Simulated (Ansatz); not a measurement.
AgBr: do energies and stresses tell the same story?

These are results of DFT PBE, scalar-relativistic, plane waves, PAW (Ansatz), not measurements.

Settings: cutoff 420 eV, Γ-centred mesh 8×8×8 on the computed 2-atom cell, Gaussian smearing of 0.02 eV; no spin polarisation.

Relaxed cell: Fm-3m, a = 5.843 Å, b = 5.843 Å, c = 5.843 Å, α = 90.00°, β = 90.00°, γ = 90.00°, 2 atoms in the primitive cell.

Energies at zero smearing and pressures from the stress tensor, at volumes with shape and atoms relaxed:
```tsv
V (Å³/atom)	E − E(first) (meV/atom)	P (GPa)
21.947	0.00	6.89
22.695	-26.73	4.63
23.443	-43.86	2.77
24.191	-53.07	1.22
24.940	-55.72	-0.05
25.688	-52.97	-1.10
26.436	-45.76	-1.96
27.434	-30.54	-2.89
```

Q: Check P = −dE/dV between neighbouring volumes, and get the bulk modulus from the pressures alone.

A: With 1 eV/Å³ = 160.2 GPa:
```tsv
middle V (Å³/atom)	−ΔE/ΔV (GPa)	mean P (GPa)
22.321	5.724	5.760
23.069	3.668	3.698
23.817	1.974	1.995
24.566	0.567	0.589
25.314	-0.589	-0.573
26.062	-1.546	-1.531
26.935	-2.444	-2.425
```

The two differ by 0.04 GPa at most. The mean of two end pressures misses the average over a step by about ΔV² P″/12, up to 0.04 GPa here; with that taken off 0.00 GPa remains. Around V = 24.940 Å³/atom, the two neighbours give B = −V ΔP/ΔV = 24.940 × 2.32 / 1.496 = 38.7 GPa, against B0 = 38.7 GPa from the Birch–Murnaghan fit of the energies.